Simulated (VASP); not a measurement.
# CdTe (F-43m) in VASP: a series of runs

Runs on CdTe. Level: PBE. Tasks: dielectric tensor.

All numbers are computed with VASP 6.6.1; they aren't measurements. Logs are shortened: lines on timing, memory, paths and dates and some standing lists are left out, and cuts for length are marked.

### 1 The structure

The structure is cubic, space group F-43m (No. 216). The conventional cell has a = 6.410 Å, b = 6.410 Å, c = 6.410 Å, α = 90.00°, β = 90.00°, γ = 90.00°. Around Te (site symmetry -43m) lie 4 Cd at 2.78 Å. Cd (site symmetry -43m) is surrounded by 4 Te at 2.78 Å.

### 2 Dielectric tensor, PBE

Contents of INCAR:

```
SYSTEM = CdTe
PREC = Accurate ; ENCUT = 300
EDIFF = 1E-8 ; ISMEAR = 0
SIGMA = 0.01 ; LREAL = .False.
LASPH = .True. ; NELM = 100
ALGO = Normal ; ISIF = 2
LWAVE = .False. ; LCHARG = .False.
GGA = PE ; LEPSILON = .True.
```

Contents of KPOINTS:

```
Automatic mesh
0
Gamma
  5 5 5
  0 0 0
```

Contents of POSCAR:

```
CdTe
1.0
    0.0000000000      3.2050000000      3.2050000000
    3.2050000000      0.0000000000      3.2050000000
    3.2050000000      3.2050000000      0.0000000000
Te Cd
1 1
Direct
    0.7500000000      0.7500000000      0.7500000000
    0.0000000000      0.0000000000      0.0000000000
```

Potentials or basis: VASP PAW PBE potentials, release 64 (Te, Cd).

The run is started by

```
cat potpaw_PBE.64/Te/POTCAR potpaw_PBE.64/Cd/POTCAR > POTCAR
mpirun -np 1 vasp_std > vasp.out
```

OUTCAR:

```text
SYSTEM = CdTe
   PREC = Accurate
   ENCUT = 300
   EDIFF = 1E-8
   ISMEAR = 0
   LREAL = .False.
   LASPH = .True.
   NELM = 100
   ISIF = 2
   GGA = PE
   LEPSILON = .True.

 Found     10 irreducible k-points:

 Following reciprocal coordinates:
            Coordinates               Weight
  0.000000  0.000000  0.000000      1.000000
  0.200000  0.000000  0.000000      8.000000
  0.400000  0.000000  0.000000      8.000000
  0.200000  0.200000  0.000000      6.000000
  0.400000  0.200000  0.000000     24.000000
 -0.400000  0.200000  0.000000     24.000000
   k-points           NKPTS =     10   k-points in BZ     NKDIM =     10   number of bands    NBANDS=     13
   number of dos      NEDOS =    301   number of ions     NIONS =      2
   total plane-waves  NPLWV =  21952
   dimension x,y,z NGX =    28 NGY =   28 NGZ =   28
   dimension x,y,z NGXF=    56 NGYF=   56 NGZF=   56
   ions per type =               1   1
   NGX,Y,Z   is equivalent  to a cutoff of  10.27, 10.27, 10.27 a.u.
   NGXF,Y,Z  is equivalent  to a cutoff of  20.54, 20.54, 20.54 a.u.
 SYSTEM =  CdTe
   PREC   = accura    normal or accurate (medium, high low for compatibility)
   ISTART =      0    job   : 0-new  1-cont  2-samecut
   ICHARG =      2    charge: 1-file 2-atom 10-const
   ISPIN  =      1    spin polarized calculation?
   LNONCOLLINEAR =      F non collinear calculations
   LSORBIT =      F    spin-orbit coupling
   LASPH  =      T    aspherical Exc in radial PAW
   ENCUT  =  300.0 eV  22.05 Ry    4.70 a.u.   6.40  6.40  6.40*2*pi/ulx,y,z
   NELM   =    100;   NELMIN=  2; NELMDL= -5     # of ELM steps
   EDIFF  = 0.1E-07   stopping-criterion for ELM
   LREAL  =      F    real-space projection
   EDIFFG = 0.1E-06   stopping-criterion for IOM
   NSW    =      0    number of steps for IOM
   IBRION =     -1    ionic relax: 0-MD 1-quasi-New 2-CG
   NFREE  =      0    steps in history (QN), initial steepest desc. (CG)
   ISIF   =      2    stress and relaxation
   ISYM   =      2    0-nonsym 1-usesym 2-fastsym
   POTIM  = 0.5000    time-step for ionic-motion
   TEBEG  =    0.0;   TEEND  =   0.0 temperature during run
   PSTRESS=    0.0 pullay stress
   NELECT =      18.0000    total number of electrons
   NUPDOWN=      -1.0000    fix difference up-down
   EMIN   =  10.00;   EMAX   =-10.00  energy-range for DOS
   EFERMI =   0.00;   METHOD = LEGACY
   ISMEAR =     0;   SIGMA  =   0.01  broadening in eV -4-tet -1-fermi 0-gaus
   EFERMI_NEDOS =   21; number of points for ismear=-14 and -15
   IALGO  =     38    algorithm
   IMIX   =      4    mixing-type and parameters
     AMIX     =   0.40;   BMIX     =  1.00
     AMIX_MAG =   1.60;   BMIX_MAG =  1.00
  volume/ion in A,a.u.               =      32.92       222.17
  Fermi-wavevector in a.u.,A,eV,Ry     =   1.062497  2.007828 15.359610  1.128899
  Thomas-Fermi vector in A             =   2.197950
   LORBIT       =      0    0 simple, 1 ext, 2 COOP (PROOUT), +10 PAW based schemes
   GGA     = PE    functional components
   LHFCALC =     F    Hartree Fock is set to
   AEXX    =    0.0000 exact exchange contribution
   IVDW    =     0    specifies the selected vdW correction
   LEPSILON=     T    determine dielectric tensor
   LRPA    =     F    only Hartree local field effects (RPA)
 non-spin polarized calculation
 Gauss-broadening in eV      SIGMA  =   0.01
  energy-cutoff  :      300.00
  volume of cell :       65.84
 maximum number of plane-waves:       794
 NGX is ok and might be reduce to    28
   NGX = 13   NGY = 13   NGZ = 13

--------------------------------------- Ionic step        1  -------------------------------------------

 number of electron      18.0000011 magnetization

 E-fermi :   2.7613     XC(G=0):  -8.7276

 val. band max:        2.6678544414   @ k =   0.0000   0.0000   0.0000
 cond. band min:       3.5305614153   @ k =   0.0000   0.0000   0.0000
 fundamental gap:      0.8627069739
 Fermi energy:         2.7612730460

 k-point     1 :       0.0000    0.0000    0.0000
  band No.  band energies     occupation
      1      -8.7028      2.00000
      2      -5.7319      2.00000
      3      -5.7319      2.00000
      4      -5.7319      2.00000
      5      -5.4456      2.00000
      6      -5.4456      2.00000
      7       2.6679      2.00000
      8       2.6679      2.00000
      9       2.6679      2.00000
     10       3.5306      0.00000
     11       7.2339      0.00000
     12       7.2339      0.00000
     13       7.2339      0.00000

 k-point     2 :       0.2000    0.0000    0.0000
  band No.  band energies     occupation
      1      -8.5535      2.00000
      2      -5.7039      2.00000
      3      -5.7039      2.00000
      4      -5.6041      2.00000
      5      -5.4469      2.00000
      6      -5.4469      2.00000
      7       0.4577      2.00000
      8       2.3375      2.00000
      9       2.3375      2.00000
     10       4.6803      0.00000
     11       7.6305      0.00000
     12       7.6883      0.00000
     13       7.6883      0.00000

 k-point     3 :       0.4000    0.0000    0.0000
  band No.  band energies     occupation
      1      -8.3127      2.00000
      2      -5.6672      2.00000
      3      -5.6672      2.00000
      4      -5.4386      2.00000
      5      -5.4386      2.00000
      6      -5.1904      2.00000
      7      -1.6060      2.00000
      8       1.9053      2.00000
      9       1.9053      2.00000
     10       4.5554      0.00000
     11       7.8585      0.00000
     12       7.8585      0.00000
     13       9.5815      0.00000

 k-point     4 :       0.2000    0.2000    0.0000
  band No.  band energies     occupation
      1      -8.5045      2.00000
      2      -5.6740      2.00000
      3      -5.6740      2.00000
      4      -5.6128      2.00000
      5      -5.4513      2.00000
      6      -5.4340      2.00000
      7       0.5019      2.00000
      8       1.8102      2.00000
      9       1.8102      2.00000
     10       5.5421      0.00000
     11       6.1301      0.00000
     12       8.5959      0.00000
     13       8.5959      0.00000

 k-point     5 :       0.4000    0.2000    0.0000
  band No.  band energies     occupation
      1      -8.2969      2.00000
      2      -5.6453      2.00000
      3      -5.6289      2.00000
      4      -5.4976      2.00000
      5      -5.4274      2.00000
      6      -5.2302      2.00000
      7      -1.0771      2.00000
      8       1.0622      2.00000
      9       1.3788      2.00000
     10       5.6468      0.00000
     11       6.8749      0.00000
     12       8.4749      0.00000
     13       9.1106      0.00000

 k-point     6 :      -0.4000    0.2000    0.0000
  band No.  band energies     occupation
      1      -8.2204      2.00000
      2      -5.6395      2.00000
      3      -5.6280      2.00000
      4      -5.4580      2.00000
      5      -5.4414      2.00000
      6      -4.9890      2.00000
      7      -1.7384      2.00000
      8       0.5064      2.00000
      9       1.5354      2.00000
     10       5.6634      0.00000
     11       7.5041      0.00000
     12       8.6869      0.00000
     13       9.6667      0.00000

 [... further k-points ...]

  FORCE on cell =-STRESS in cart. coord.  units (eV):
  Direction    XX          YY          ZZ          XY          YZ          ZX
  --------------------------------------------------------------------------------------
  -------------------------------------------------------------------------------------
  Total        1.8253806      1.8253806      1.8253806      0.0000000     -0.0000000      0.0000000
  in kB       44.4170708     44.4170708     44.4170708      0.0000000     -0.0000000      0.0000000
  external PRESSURE =      44.4170708 kB  Pullay stress =       0.0000000 kB

 VOLUME and BASIS-vectors are now :
 -----------------------------------------------------------------------------
  energy-cutoff  :      300.00
  volume of cell :       65.84
      direct lattice vectors                 reciprocal lattice vectors
     0.000000000  3.205000000  3.205000000    -0.156006240  0.156006240  0.156006240
     3.205000000  0.000000000  3.205000000     0.156006240 -0.156006240  0.156006240
     3.205000000  3.205000000  0.000000000     0.156006240  0.156006240 -0.156006240

 POSITION                                       TOTAL-FORCE (eV/Angst)
 -----------------------------------------------------------------------------------
      4.80750      4.80750      4.80750         0.000000      0.000000     -0.000000
      0.00000      0.00000      0.00000        -0.000000     -0.000000      0.000000
 -----------------------------------------------------------------------------------
    total drift:                                0.000002      0.000002      0.000003

  FREE ENERGIE OF THE ION-ELECTRON SYSTEM (eV)
  ---------------------------------------------------
  free  energy   TOTEN  =        -4.7056645107 eV

  energy  without entropy=       -4.7056645107  energy(sigma->0) =       -4.70566451

 HEAD OF MICROSCOPIC STATIC DIELECTRIC TENSOR (INDEPENDENT PARTICLE, excluding Hartree and local field effects)
 ------------------------------------------------------
          15.856841     0.000000     0.000000
           0.000000    15.856841     0.000000
          -0.000000     0.000000    15.856841
 ------------------------------------------------------

 Free energy of the ion-electron system (eV)
  ---------------------------------------------------
  ---------------------------------------------------
  free energy    TOTEN  =        -2.83205791 eV

  energy without entropy =       -2.83205791

------------------------ aborting loop because EDIFF is reached ----------------------------------------

--------------------------------------- Ionic step        2  -------------------------------------------

------------------------ aborting loop because EDIFF is reached ----------------------------------------

--------------------------------------- Ionic step        3  -------------------------------------------

 Free energy of the ion-electron system (eV)
  ---------------------------------------------------
  ---------------------------------------------------
  free energy    TOTEN  =        -2.83206233 eV

  energy without entropy =       -2.83206233

------------------------ aborting loop because EDIFF is reached ----------------------------------------

 PIEZOELECTRIC TENSOR FIELD DIRECTION 3  (e Angst)
 -----------------------------------------------------------------------------
    -0.00107  3.16382  0.00000           (  0.00001 -0.09780  0.00000)
     3.16382 -0.00107  0.00000           ( -0.09780  0.00001  0.00000)
     0.00000  0.00000  0.00064           (  0.00000  0.00000 -0.00000)

 PIEZOELECTRIC TENSOR FIELD DIRECTION 3  (C/m^2)
 -----------------------------------------------------------------------------
    -0.00026  0.76985  0.00000
     0.76985 -0.00026  0.00000
     0.00000  0.00000  0.00016

 MACROSCOPIC STATIC DIELECTRIC TENSOR (including local field effects in DFT)
 ------------------------------------------------------
          15.604955     0.000000    -0.000000
           0.000000    15.604955     0.000000
          -0.000000     0.000000    15.604955
 ------------------------------------------------------

 PIEZOELECTRIC TENSOR (including local field effects)  for field in x, y, z        (e  Angst)
          XX          YY          ZZ          XY          YZ          ZX
  --------------------------------------------------------------------------------
  x     0.00000    -0.00000     0.00000     0.00000     3.21122     0.00000
  y     0.00000    -0.00000    -0.00000    -0.00000    -0.00000     3.21122
  z    -0.00000     0.00000     0.00000     3.21122    -0.00000    -0.00000

 PIEZOELECTRIC TENSOR (including local field effects)  for field in x, y, z        (C/m^2)
          XX          YY          ZZ          XY          YZ          ZX
  --------------------------------------------------------------------------------
  x     0.00000    -0.00000     0.00000     0.00000     0.78139     0.00000
  y     0.00000    -0.00000    -0.00000    -0.00000    -0.00000     0.78139
  z    -0.00000     0.00000     0.00000     0.78139    -0.00000    -0.00000

 BORN EFFECTIVE CHARGES (including local field effects) (in |e|, cummulative output)
 ---------------------------------------------------------------------------------
 ion    1
    1    -2.57724     0.00000     0.00000
    2     0.00000    -2.57724    -0.00000
    3     0.00000    -0.00000    -2.57724
 ion    2
    1     2.57724     0.00000    -0.00000
    2     0.00000     2.57724     0.00000
    3    -0.00000     0.00000     2.57724
```

Run time: 54 s. Hardware: 1 thread of Intel Xeon 6975P-C (Granite Rapids), shared host; peak memory 0.17 GiB.

These settings aren't checked as converged: the numbers below hold their error.

Results:

```yaml
Band_gap_on_the_k_mesh: 0.86 eV, direct
Electronic_dielectric_tensor_diagonal: 15.60
Born_charges_mean_of_the_diagonal: Te -2.58; Cd +2.58 e
```

Caveat: the cutoff is under 1.25 times the usual one of these potentials, so pressure, stress and relaxed cells hold a basis-set (Pulay) error; spin-orbit coupling is left out, which moves the levels of the heavy elements.

### 3 Dielectric tensor, PBE

Edit INCAR of step 2 so:

```diff
@@ -1,3 +1,3 @@
 SYSTEM = CdTe
-PREC = Accurate ; ENCUT = 300
+PREC = Accurate ; ENCUT = 400
 EDIFF = 1E-8 ; ISMEAR = 0
```

KPOINTS is that of step 2.

POSCAR is that of step 2.

Potentials or basis: VASP PAW PBE potentials, release 64 (Te, Cd).

The run is started by

```
cat potpaw_PBE.64/Te/POTCAR potpaw_PBE.64/Cd/POTCAR > POTCAR
mpirun -np 1 vasp_std > vasp.out
```

OUTCAR:

```text
SYSTEM = CdTe
   PREC = Accurate
   ENCUT = 400
   EDIFF = 1E-8
   ISMEAR = 0
   LREAL = .False.
   LASPH = .True.
   NELM = 100
   ISIF = 2
   GGA = PE
   LEPSILON = .True.

 Found     10 irreducible k-points:

 Following reciprocal coordinates:
            Coordinates               Weight
  0.000000  0.000000  0.000000      1.000000
  0.200000  0.000000  0.000000      8.000000
  0.400000  0.000000  0.000000      8.000000
  0.200000  0.200000  0.000000      6.000000
  0.400000  0.200000  0.000000     24.000000
 -0.400000  0.200000  0.000000     24.000000
[... 237 lines left out ...]
    -0.00025  0.76698  0.00000
     0.76698 -0.00025  0.00000
     0.00000  0.00000  0.00014

 MACROSCOPIC STATIC DIELECTRIC TENSOR (including local field effects in DFT)
 ------------------------------------------------------
          15.482727     0.000000    -0.000000
          -0.000000    15.482727     0.000000
           0.000000    -0.000000    15.482727
 ------------------------------------------------------

 PIEZOELECTRIC TENSOR (including local field effects)  for field in x, y, z        (e  Angst)
          XX          YY          ZZ          XY          YZ          ZX
  --------------------------------------------------------------------------------
  x     0.00000     0.00000    -0.00000     0.00000     3.19931     0.00000
  y     0.00000     0.00000    -0.00000     0.00000     0.00000     3.19931
  z     0.00000     0.00000     0.00000     3.19931     0.00000     0.00000

 PIEZOELECTRIC TENSOR (including local field effects)  for field in x, y, z        (C/m^2)
          XX          YY          ZZ          XY          YZ          ZX
  --------------------------------------------------------------------------------
  x     0.00000     0.00000    -0.00000     0.00000     0.77849     0.00000
  y     0.00000     0.00000    -0.00000     0.00000     0.00000     0.77849
  z     0.00000     0.00000     0.00000     0.77849     0.00000     0.00000

 BORN EFFECTIVE CHARGES (including local field effects) (in |e|, cummulative output)
 ---------------------------------------------------------------------------------
 ion    1
    1    -2.57248     0.00000     0.00000
    2     0.00000    -2.57248     0.00000
    3     0.00000     0.00000    -2.57248
 ion    2
    1     2.57248     0.00000     0.00000
    2     0.00000     2.57248     0.00000
    3     0.00000     0.00000     2.57248
```

Run time: 65 s. Hardware: 1 thread of Intel Xeon 6975P-C (Granite Rapids), shared host; peak memory 0.2 GiB.

The run converged, but some of its settings lie outside the range that counts as converged, so its numbers aren't taken as properties of the crystal.

Results:

```
Band gap on the k mesh                  : 0.87 eV, direct
Electronic dielectric tensor (diagonal) : 15.48
Born charges (mean of the diagonal)     : Te -2.57; Cd +2.57 e
```

Caveat: spin-orbit coupling is left out, which moves the levels of the heavy elements.

### 4 Dielectric tensor, PBE

Edit INCAR of step 3 so:

```diff
@@ -1,3 +1,3 @@
 SYSTEM = CdTe
-PREC = Accurate ; ENCUT = 400
+PREC = Accurate ; ENCUT = 250
 EDIFF = 1E-8 ; ISMEAR = 0
```

Contents of KPOINTS:

```
Automatic mesh
0
Gamma
  7 7 7
  0 0 0
```

POSCAR is that of step 3.

Potentials or basis: VASP PAW PBE potentials, release 64 (Te, Cd).

The run is started by

```
cat potpaw_PBE.64/Te/POTCAR potpaw_PBE.64/Cd/POTCAR > POTCAR
mpirun -np 1 vasp_std > vasp.out
```

OUTCAR:

```text
SYSTEM = CdTe
   PREC = Accurate
   ENCUT = 250
   EDIFF = 1E-8
   ISMEAR = 0
   LREAL = .False.
   LASPH = .True.
   NELM = 100
   ISIF = 2
   GGA = PE
   LEPSILON = .True.

 Found     20 irreducible k-points:

 Following reciprocal coordinates:
            Coordinates               Weight
  0.000000  0.000000  0.000000      1.000000
  0.142857  0.000000  0.000000      8.000000
  0.285714  0.000000  0.000000      8.000000
  0.428571  0.000000  0.000000      8.000000
  0.142857  0.142857  0.000000      6.000000
  0.285714  0.142857  0.000000     24.000000
[... 236 lines left out ...]
    -0.00039  0.63547  0.00000
     0.63547 -0.00039  0.00000
     0.00000  0.00000  0.00006

 MACROSCOPIC STATIC DIELECTRIC TENSOR (including local field effects in DFT)
 ------------------------------------------------------
          10.695415     0.000000     0.000000
           0.000000    10.695415    -0.000000
           0.000000    -0.000000    10.695415
 ------------------------------------------------------

 PIEZOELECTRIC TENSOR (including local field effects)  for field in x, y, z        (e  Angst)
          XX          YY          ZZ          XY          YZ          ZX
  --------------------------------------------------------------------------------
  x    -0.00000    -0.00000    -0.00000     0.00000     2.63904    -0.00000
  y    -0.00000     0.00000     0.00000    -0.00000     0.00000     2.63904
  z     0.00000    -0.00000     0.00000     2.63904    -0.00000     0.00000

 PIEZOELECTRIC TENSOR (including local field effects)  for field in x, y, z        (C/m^2)
          XX          YY          ZZ          XY          YZ          ZX
  --------------------------------------------------------------------------------
  x    -0.00000    -0.00000    -0.00000     0.00000     0.64216    -0.00000
  y    -0.00000     0.00000     0.00000    -0.00000     0.00000     0.64216
  z     0.00000    -0.00000     0.00000     0.64216    -0.00000     0.00000

 BORN EFFECTIVE CHARGES (including local field effects) (in |e|, cummulative output)
 ---------------------------------------------------------------------------------
 ion    1
    1    -2.25228     0.00000    -0.00000
    2     0.00000    -2.25228     0.00000
    3    -0.00000     0.00000    -2.25228
 ion    2
    1     2.25228     0.00000     0.00000
    2     0.00000     2.25228     0.00000
    3     0.00000    -0.00000     2.25228
```

OSZICAR:

```text
N       E                     dE             d eps       ncg     rms          rms(c)
DAV:   1     0.596200712085E+02    0.59620E+02   -0.58956E+03   544   0.660E+02
[... 13 lines left out ...]
RMM:   7    -0.189471812983E+01   -0.20534E-02   -0.44023E-05  2510   0.383E-02    0.497E-03
RMM:   8    -0.189482900606E+01   -0.11088E-03   -0.40714E-06  2754   0.668E-03    0.146E-03
RMM:   9    -0.189489648091E+01   -0.67475E-04   -0.16431E-06  2408   0.397E-03    0.318E-04
RMM:  10    -0.189490424175E+01   -0.77608E-05   -0.59023E-06  2834   0.578E-04    0.206E-04
RMM:  11    -0.189490058699E+01    0.36548E-05   -0.17269E-06  2506   0.387E-04    0.739E-05
RMM:  12    -0.189489857786E+01    0.20091E-05   -0.14032E-06  1888   0.120E-04    0.401E-05
RMM:  13    -0.189489835379E+01    0.22407E-06    0.21996E-09  1455   0.998E-05    0.443E-06
```

It took 43 s on 1 thread of Intel Xeon 6975P-C (Granite Rapids), shared host; peak memory 0.17 GiB.

The run converged, but a check on its numbers failed (symmetry, net force, bounds or a known fault of this set-up), so they aren't taken as properties of the crystal.

Caveat: the cutoff lies under the usual one of these potentials, so the numbers hold a large basis-set error; spin-orbit coupling is left out, which moves the levels of the heavy elements.

(Part 1 of 2 ends here.)
